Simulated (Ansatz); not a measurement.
# Zr: the crystal squeezed far

One table from this session's results is given with a row withheld; the runs are named, their logs left out.

Computed with Ansatz 0.2.0 (DFT PBE, with the methods named in each step, unless a step's input says otherwise).

## Starting point

It takes space group I4_1/amd (No. 141, tetragonal). The conventional cell has a = 5.597 Å, b = 5.597 Å, c = 3.078 Å, α = 90.00°, β = 90.00°, γ = 90.00°. Around Zr (site symmetry -4m2) lie 6 Zr at 2.90 to 3.08 Å.

As a file:

```
Zr
1.0
    -2.79833    2.79833    1.53908
     2.79833   -2.79833    1.53908
     2.79833    2.79833   -1.53908
Zr
2
Direct
  0.62500 0.87500 0.75000
  0.37500 0.12500 0.25000
```

Whether this phase is the stable one at these pressures isn't tested.

Atoms are numbered in the order of the input: Zr1, Zr2.

The first run:

The input, input.yaml:

```yaml
crystal:
  lattice:
    - [-2.7983315663, 2.7983315663, 1.5390823615]
    - [2.7983315663, -2.7983315663, 1.5390823615]
    - [2.7983315663, 2.7983315663, -1.5390823615]
  atoms:
    - { symbol: Zr, position: [-0.375, -0.125, -0.25] }
    - { symbol: Zr, position: [0.375, 0.125, 0.25] }
kpoints:
  mp_grid: { grid: [14, 14, 14] }
scf:
  occupations: { method: fermi_dirac, width: 0.1 }
hamiltonian:
  xc: pbe
  pseudopotentials: { kind: paw }
output:
  forces: true
  stress: true
relax:
  f_tol: 0.005
  max_steps: 40
  cell: {}
```

Run with:

```console
ansatz run input.yaml --threads 1 --pin off --max-ram 2048MiB --backend cpu --events-out ev --progress --plain --runs-dir out
```

Among the steps run: Cell relaxed at zero pressure, PAW; Volume scaled by 1, PAW; Shape and atoms relaxed at 0.9 of the volume, PAW; Volume scaled by 0.9, PAW; Shape and atoms relaxed at 0.8 of the volume, PAW; Volume scaled by 0.8, PAW; Shape and atoms relaxed at 0.7 of the volume, PAW; Volume scaled by 0.7, PAW; Shape and atoms relaxed at 0.6 of the volume, PAW; Volume scaled by 0.6, PAW; Shape and atoms relaxed at 0.5 of the volume, PAW; Volume scaled by 0.5, PAW; Shape and atoms relaxed at 0.4 of the volume, PAW; Volume scaled by 0.4, PAW; Volume scaled by 0.4, PAW (source ansatz).

One table of the session follows, with a row left open; its other results are not shown here.

```
             method  volume over the first  volume (Å³/atom)  pressure (GPa)
                PAW                      1            23.605           -0.01
                PAW                    0.9            21.244           10.00
                PAW                    0.8            18.884           26.11
                PAW                    0.7                 ?               ?
                PAW                    0.6            14.163          102.53
                PAW                    0.5            11.802          201.10
                PAW                    0.4             9.442          423.11
PAW (source ansatz)                    0.4             9.442          423.65
```

**Question.** Estimate the row for PAW, 0.7.

The run gave: volume (Å³/atom): 16.523; pressure (GPa): 53.28. In the column «volume (Å³/atom)» it lies between PAW, 0.6 (14.163) and PAW, 0.8 (18.884).
